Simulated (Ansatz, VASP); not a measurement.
## CdSe in two plane-wave programs

One calculation is typed for both programs; each brings its own data sets and cutoff. How far apart do they land? The cell is a member of a volume series, scaled by 1.015 from a relaxed one, so a pressure remains. Other levels of theory on this material are compared in a session of their own.

Program: Ansatz 0.2.0. Level of theory: plane waves, with VASP 6.6.1 beside it; single point at r2SCAN. Results are calculated unless marked as measured.

## Step 1: Set-up

The structure is cubic, space group F-43m (No. 216). Conventional cell: a = 6.174 Å, b = 6.174 Å, c = 6.174 Å, α = 90.00°, β = 90.00°, γ = 90.00°. Nearest to Cd lie 4 Se at 2.67 Å. Nearest to Se lie 4 Cd at 2.67 Å. Farther neighbours and most contacts between anions are not listed.

## Step 2: VASP: single point, r2SCAN, volume scaled by 1.015

A single point gives forces, pressure and levels at one fixed geometry, so differences don't come from the geometry; what else differs is listed under the comparison.

Lines of VASP's logs that name or quote its potential files are left out, and so is its time.

The input asks for a relaxation, which ended at its first step since no free force or stress exceeded the threshold; so it serves as a single point.

Input file INCAR:

```
SYSTEM = CdSe
PREC = Accurate
ENCUT = 500
EDIFF = 1E-06
NELM = 100
ISMEAR = 0
SIGMA = 0.03
LREAL = .FALSE.
ALGO = Normal
METAGGA = R2SCAN
LASPH = .TRUE.
NBANDS = 15
LORBIT = 11
LWAVE = .FALSE.
LCHARG = .FALSE.
KPAR = 4
IBRION = 2
NSW = 30
ISIF = 4
EDIFFG = -0.01
```

Input file POSCAR:

```
CdSe
1.0
    0.0000000000      3.0868870458      3.0868870458
    3.0868870458      0.0000000000      3.0868870458
    3.0868870458      3.0868870458      0.0000000000
Cd Se
1 1
Direct
    0.0000000000      0.0000000000      0.0000000000
    0.2500000000      0.2500000000      0.2500000000
```

Input file KPOINTS:

```
Automatic mesh
0
Gamma
6 6 6
0 0 0
```

PAW data sets: Cd and Se (PBE family, release 64).

Launch:

```console
$ mpirun -np 4 vasp_std
```

Numbers of over 12 decimals in the logs are rounded to 6 here.

The program printed:

```text
[banner, memory and clock lines left out]
running    4 mpi-ranks, on    1 nodes
 distrk:  each k-point on    1 cores,    4 groups
 distr:  one band on    1 cores,    1 groups

 POSCAR found type information on POSCAR CdSe
 POSCAR found :  2 types and       2 ions
|                                                                             |
|               ----> ADVICE to this user running VASP <----                  |
|                                                                             |
|     You enforced a specific xc type in the INCAR file but a different       |
|     [... a line on the potential file left out ...]
|     I HOPE YOU KNOW WHAT YOU ARE DOING!                                     |
|                                                                             |

 LDA part: xc-table for (None), standard interpolation
 POSCAR, INCAR and KPOINTS ok, starting setup
 FFT: planning ... GRIDC
 FFT: planning ... GRID_SOFT
 FFT: planning ... GRID
 WAVECAR not read
 entering main loop
       N       E                     dE             d eps       ncg     rms          rms(c)
DAV:   1     0.689470785456E+02    0.68947E+02   -0.86410E+03   488   0.104E+03
DAV:   2    -0.367161119565E+02   -0.10566E+03   -0.99733E+02   571   0.256E+02
DAV:   3    -0.407911062066E+02   -0.40750E+01   -0.40681E+01   571   0.524E+01
DAV:   4    -0.408073312028E+02   -0.16225E-01   -0.16224E-01   613   0.339E+00
DAV:   5    -0.408074428159E+02   -0.11161E-03   -0.11161E-03   599   0.242E-01    0.536E+00
DAV:   6    -0.359284640195E+02    0.48790E+01   -0.31817E+00   480   0.250E+01    0.718E+00
DAV:   7    -0.358941428159E+02    0.34321E-01   -0.21949E-01   522   0.497E+00    0.420E+00
DAV:   8    -0.359064054979E+02   -0.12263E-01   -0.75744E-02   543   0.298E+00    0.809E-01
DAV:   9    -0.359110349955E+02   -0.46295E-02   -0.76845E-03   585   0.731E-01    0.229E-01
DAV:  10    -0.359110732899E+02   -0.38294E-04   -0.25369E-03   564   0.514E-01    0.135E-01
DAV:  11    -0.359110105488E+02    0.62741E-04   -0.13771E-04   571   0.169E-01    0.666E-02
DAV:  12    -0.359109979439E+02    0.12605E-04   -0.16522E-04   557   0.157E-01    0.197E-02
DAV:  13    -0.359109963239E+02    0.16200E-05   -0.49370E-06   557   0.324E-02    0.480E-03
DAV:  14    -0.359109958392E+02    0.48463E-06   -0.81065E-07   289   0.106E-02
   1 F= -.35910996E+02 E0= -.35910996E+02  d E =-.359110E+02
 curvature:   0.00 expect dE= 0.000E+00 dE for cont linesearch  0.000E+00
 trial: gam= 0.00000 g(F)=  0.204E-44 g(S)=  0.305E-33 ort = 0.000E+00 (trialstep = 0.100E+01)
 search vector abs. value=  0.100E-09
 reached required accuracy - stopping structural energy minimisation
```

OUTCAR, selected parts (step 2):

```text
ion  position               nearest neighbor table
   1  0.000  0.000  0.000-   2 2.67   2 2.67   2 2.67   2 2.67
   2  0.250  0.250  0.250-   1 2.67   1 2.67   1 2.67   1 2.67

  LATTYP: Found a face centered cubic cell.
 ALAT       =     6.1737740916

 Subroutine GETGRP returns: Found 24 space group operations
 (whereof 24 operations were pure point group operations)

The static configuration has the point symmetry T_d .

 Found     16 irreducible k-points:

   k-points           NKPTS =     16   k-points in BZ     NKDIM =     16   number of bands    NBANDS=     15

   dimension x,y,z NGX =    32 NGY =   32 NGZ =   32
   dimension x,y,z NGXF=    64 NGYF=   64 NGZF=   64

   ENCUT  =  500.0 eV  36.75 Ry    6.06 a.u.   7.96  7.96  7.96*2*pi/ulx,y,z

   NELECT =      18.0000    total number of electrons

 k-points in reciprocal lattice and weights: Automatic mesh
   0.00000000  0.00000000  0.00000000       0.005
   0.16666667  0.00000000  0.00000000       0.037
   0.33333333  0.00000000  0.00000000       0.037
   0.50000000  0.00000000  0.00000000       0.019
   0.16666667  0.16666667  0.00000000       0.028
   0.33333333  0.16666667  0.00000000       0.111
   0.50000000  0.16666667  0.00000000       0.111
  -0.33333333  0.16666667  0.00000000       0.111
  -0.16666667  0.16666667  0.00000000       0.056
[...]
-0.33333333  0.33333333  0.16666667       0.111
  -0.33333333  0.50000000  0.16666667       0.056

 average (electrostatic) potential at core
       1 -45.8164       2 -61.1216

 E-fermi :   0.4836

 k-point     1 :       0.0000    0.0000    0.0000
  band No.  band energies     occupation
    ...
      5      -7.3799      2.00000
      6      -7.3799      2.00000
      7       0.2990      2.00000
      8       0.2990      2.00000
      9       0.2990      2.00000
     10       1.2826      0.00000
     11       6.7663      0.00000
     12       6.7663      0.00000
     13       6.7663      0.00000
     14      10.4133      0.00000
    ...

 k-point     2 :       0.1667    0.0000    0.0000
  band No.  band energies     occupation
    ...
      5      -7.3804      2.00000
      6      -7.3804      2.00000
      7      -1.2786      2.00000
      8       0.1061      2.00000
      9       0.1061      2.00000
     10       2.5260      0.00000
     11       6.4459      0.00000
     12       7.0773      0.00000
     13       7.0773      0.00000
     14      10.8691      0.00000
    ...

 k-point     3 :       0.3333    0.0000    0.0000
  band No.  band energies     occupation
    ...
      5      -7.3707      2.00000
      6      -7.3552      2.00000
      7      -3.0453      2.00000
      8      -0.2391      2.00000
      9      -0.2391      2.00000
     10       3.0974      0.00000
     11       7.1896      0.00000
     12       7.2889      0.00000
     13       7.2889      0.00000
     14      10.5129      0.00000
    ...

  Total       -0.2706821     -0.2706821     -0.2706821     -0.0000000      0.0000000      0.0000000
  in kB       -7.3718747     -7.3718747     -7.3718747     -0.0000000      0.0000000      0.0000000
  external PRESSURE =      -7.3718747 kB  Pullay stress =       0.0000000 kB

  energy-cutoff  :      500.00
  volume of cell :       58.83
      direct lattice vectors                 reciprocal lattice vectors
     0.000000000  3.086887046  3.086887046    -0.161975476  0.161975476  0.161975476
     3.086887046  0.000000000  3.086887046     0.161975476 -0.161975476  0.161975476
     3.086887046  3.086887046  0.000000000     0.161975476  0.161975476 -0.161975476

 POSITION                                       TOTAL-FORCE (eV/Angst)
 -----------------------------------------------------------------------------------
      0.00000      0.00000      0.00000        -0.000000     -0.000000     -0.000000
      1.54344      1.54344      1.54344         0.000000      0.000000      0.000000
 -----------------------------------------------------------------------------------
    total drift:                               -0.000005     -0.000005     -0.000005

  FREE ENERGIE OF THE ION-ELECTRON SYSTEM (eV)
  ---------------------------------------------------
  free  energy   TOTEN  =       -35.9109958392 eV

  energy  without entropy=      -35.9109958392  energy(sigma->0) =      -35.91099584

 reached required accuracy - stopping structural energy minimisation

 total charge
# of ion       s       p       d       tot
------------------------------------------
    1        0.414   0.283   9.572  10.269
    2        1.439   2.431   0.019   3.889
--------------------------------------------------
tot          1.853   2.715   9.591  14.158

[... 3 further parts left out ...]
```

CONTCAR:

```
CdSe
   1.00000000000000
     0.0000000000000000    3.0868870458000002    3.0868870458000002
     3.0868870458000002    0.0000000000000000    3.0868870458000002
     3.0868870458000002    3.0868870458000002    0.0000000000000000
  Cd              Se
     1     1
Direct
     0.0000000000000000    0.0000000000000000    0.0000000000000000
     0.2500000000000000    0.2500000000000000    0.2500000000000000
```

## Step 3: Ansatz: single point, r2SCAN, volume scaled by 1.015

Ansatz runs on its default PAW (the set named soft_2) files.

The same cell, functional, mesh and smearing now go to Ansatz, which takes its cutoff from its data sets.

Input file input.yaml:

```yaml
crystal:
  lattice:
    - [0.0, 3.08688705, 3.08688705]
    - [3.08688705, 0.0, 3.08688705]
    - [3.08688705, 3.08688705, 0.0]
  atoms:
    - { symbol: Cd, position: [0.0, 0.0, 0.0] }
    - { symbol: Se, position: [0.25, 0.25, 0.25] }
hamiltonian:
  xc: r2scan
  pseudopotentials: { kind: paw }
kpoints:
  mp_grid: { grid: [6, 6, 6] }
scf:
  occupations: { method: gaussian, width: 0.03 }
  n_extra_bands: 4
output:
  forces: true
  stress: true
  eigenvalues: true
```

Launch:

```console
$ ansatz run input.yaml --threads 2 --pin off --max-ram 4608MiB --backend cpu --events-out ev --progress --plain --runs-dir out
```

The program printed:

```text
scf.n_extra_bands = 4 over 18 filled bands (N_el = 36.0): the run solves 22 bands
Engine: ansatz 0.2.0, aarch64-unknown-linux-gnu
Pseudopotentials: kind: paw
Pseudopotential: Cd, paw, valence charge 20, recommended cutoff 500 eV (meta_gga), Cd.paw.azcp
Pseudopotential: Se, paw, valence charge 16, recommended cutoff 500 eV (meta_gga), Se.paw.azcp
Functional definition: r2SCAN
  parameter k0 = 0.174
  parameter k1 = 0.065
  parameter a1 = 4.9479
  exchange = r2scan_x(k0 = k0, k1 = k1, a1 = a1)
  correlation = r2scan_c
Crystal: 2 atoms, lattice volume = 58.829 Å³
Basis set: ecut = 500 eV, 1459 PW (Γ), exchange–correlation on 128×128×128 points (64 copies of the dense FFT grid, shifted against one another)
Bands: 22, of which v1, the nominal top of the filled ones, is band 18 counted from 1 (17 counted from 0)
Symmetry: 24 space group operations
Space group: F-43m (ITA 216), of the structure as read, at distance tolerance 3.9e-5 Å
k-points: 16 of 216 (time reversal used)
Non-local potential: Cd, projectors of the file, l = 0: 3, l = 1: 2, l = 2: 2, l = 3: 1
Non-local potential: Se, projectors of the file, l = 0: 2, l = 1: 2, l = 2: 3, l = 3: 1
PAW form: soft (Blöchl's): semilocal exchange-correlation on the pseudo side does not see the compensation charge
PAW frozen core: Cd, regenerated for the run's functional (the file was generated under x = pbe(κ = 0.804, μ = 0.219515), c = pbe(β = 0.066725))
PAW frozen core: Se, regenerated for the run's functional (the file was generated under x = pbe(κ = 0.804, μ = 0.219515), c = pbe(β = 0.066725))
PAW one-centre angular grid: Cd, 590 points (default); XC on 160 Gauss nodes
PAW one-centre angular grid: Se, 590 points (default); XC on 160 Gauss nodes
Initial density: superposition of atomic densities (neutral atoms: chi_scale 0, normalization atom), corrected by the library's trained network
Initial wavefunctions: pseudopotential atomic-orbital guess
Functional: x = r2scan, c = r2scan; τ floored in thin density (d = 2e-4 eV/Å³)
SCF iter   1: F=—  HF=-13747.821817 eV  |F-HF|=—  |Δ(HF+E_count)|=         —  Δρ=5.14e-3  dr2=9.77e-3  dr2_τ=1.48e-2  ethr=1.77e-3  ⟨swp⟩=6.2  Hψ=1535  notcnv=0
preconditioner: auto → none  [insulator: Δε(μ)=1.003 eV  Ē_g=12.653 eV  σ=0.030 eV  W_gap=1.00  n_scr=14 (ndim 8)  ℏωp=20.5 eV  f_vac=0.221  D(μ)=0.00/eV (n_scr^D=0)  ε∞_Penn≈3.6]
SCF iter   2: F=—  HF=-13747.828909 eV  |F-HF|=—  |Δ(HF+E_count)|=   7.09e-3  Δρ=2.44e-3  dr2=1.35e-3  dr2_τ=4.32e-4  ethr=2.71e-5  ⟨swp⟩=2.1  Hψ=769  notcnv=0
SCF iter   3: F=—  HF=-13747.829739 eV  |F-HF|=—  |Δ(HF+E_count)|=   8.30e-4  Δρ=8.80e-4  dr2=2.47e-4  dr2_τ=3.03e-5  ethr=3.76e-6  ⟨swp⟩=2.4  Hψ=528  notcnv=0
SCF iter   4: F=—  HF=-13747.829841 eV  |F-HF|=—  |Δ(HF+E_count)|=   1.02e-4  Δρ=1.43e-4  dr2=1.10e-5  dr2_τ=6.31e-7  ethr=6.85e-7  ⟨swp⟩=2.0  Hψ=496  notcnv=0
SCF iter   5: F=—  HF=-13747.829817 eV  |F-HF|=—  |Δ(HF+E_count)|=   2.41e-5  Δρ=3.76e-5  dr2=3.04e-7  dr2_τ=2.07e-8  ethr=3.05e-8  ⟨swp⟩=2.9  Hψ=635  notcnv=0
SCF iter   6: F=-13747.829817 eV  HF=-13747.829817 eV  |F-HF|=2.14e-9  |Δ(HF+E_count)|=   3.28e-7  Δρ=8.34e-6  dr2=2.52e-8  dr2_τ=3.25e-9  ethr=2.78e-10  ⟨swp⟩=5.1  Hψ=1446  notcnv=0
SCF 1 converged in 6 iterations: F = -13747.829817 eV  dr2 = 2.52e-8
  greatest PAW one-centre occupation: 1.001 electrons in one spin orbital (limit 2), on the Cd atom at site 0 (counted from 0), in its partial waves of l = 1
SCF converged after 6 iterations
Free energy (F): -13747.829817 eV
Harris-Foulkes:  -13747.829817 eV  (|F-HF|=2.14e-9)
Internal energy: -13747.829817 eV  (E = F + TS)
E sigma→0 (E₀):  -13747.829817 eV
Fermi energy:    7.048089 eV
--- Per-component energies (eV) ---
  E_band       = -946.867103
  E_kinetic    = 623.679414
  E_local      = -6483.076395  (includes V_loc(G=0)·N_el)
  E_nonlocal   = -560.578138
  E_hartree    = 3078.366779
  E_xc         = -266.288098
  E_vxc        = -351.174570  (∫ρ·V_xc dr)
  E_paw        = -6031.538694  (= ΣΔE_a)
  E_vpaw       = -354.959485  (= ΣTr[D̂ρ^β])
  E_aug_tail   = -0.000206  (compensation charges beyond the density's cutoff)
  E_vtau       = 22.517925  (kinetic-family band-sum trace: ∫τ·v_τ [+ j·A + Jᵃ·Aᵃ] dr)
  E_ewald      = -4106.064940
  E_core_change = -2.329541  (= ΣΔE_core)
  E_smearing   = -0.000000  (= −TS)
  E_closure    = -0.000000  (closes the sum)
  Σ components = -13747.829817   (vs F -13747.829817, Δ=0.00e0)
--- Forces (eV/Å), atoms counted from 1 ---
  atom   1  Cd     0.00000000    -0.00000000    -0.00000000
  atom   2  Se    -0.00000000     0.00000000     0.00000000
  max |Σ_I F_I| component: 8.79e-17 eV/Å
--- Stress (GPa, compression-positive) ---
       -0.958683      -0.000000      -0.000000
        0.000000      -0.958683       0.000000
        0.000000       0.000000      -0.958683
  P = ⅓ Tr σ = -0.9587 GPa (-9.587 kbar)
--- Band table (eV; the first three rows and the last of 16) ---
  k-point 0: bands = [... 14 lower, -1.1688, 6.5506, 6.5506, 6.5506, 7.5446, 13.0333, 13.0333, 13.0333]
  k-point 1: bands = [... 14 lower, -1.1693, 4.9797, 6.3586, 6.3586, 8.7833, 12.7015, 13.3432, 13.3432]
  k-point 2: bands = [... 14 lower, -1.1383, 3.2159, 6.0148, 6.0148, 9.3587, 13.4304, 13.5553, 13.5553]
  k-point 15: bands = [... 14 lower, -0.7473, 2.7628, 4.5366, 4.5814, 11.2761, 11.5069, 14.5773, 14.9882]
```

Elapsed: 5 s, on 2 threads of Arm Neoverse N1, shared host; peak memory 0.45 GiB.

Reading the cycles: dr2 is the Hartree energy of the density residual (eV), the measure of convergence; HF is the Harris–Foulkes estimate of the energy, which meets the free energy F at convergence.

The run ends at a pressure of -0.96 GPa.

## Step 4: Side by side

Known differences besides the potentials themselves: VASP keeps PBE cores, Ansatz makes them for the functional; the data sets hold 36 valence electrons in Ansatz (default PAW (the set named soft_2) files) and 18 in VASP. Total energies have different zeros and are not compared.

Compared:

```
              quantity  Ansatz   VASP  difference
        pressure (GPa)   -0.96  -0.74       -0.22
gap on the k mesh (eV)   0.994  0.984      +0.010
```

A gap on the mesh is an upper bound, since the band edges may lie between its points.

## Step 5: Outcome

```yaml
difference_in_gap_on_the_k_mesh_single_point_r2scan_volume_scaled_by_1p015: 0.010 eV
```

In words: The difference in gap on the k mesh is 0.010 eV (single point, r2SCAN, volume scaled by 1.015), within the 0.08 eV picked in this series as the mark of a large difference. 6 further runs of this series are not shown here. How closely two codes agree says nothing of how well the functional describes the real material.

[Lines on the potential files, build, host, timing and source positions are cut from VASP's logs without a mark.]

[Logs are printed without paths, hosts, clocks, repeated set-up lines and the standing remarks that a program may print on its own settings, such as how far it seeks lower states.]

[Hosts, paths, dates, database ids (printed as entryN), source tags and the programs' standing remarks are cut or masked in the printed files.]
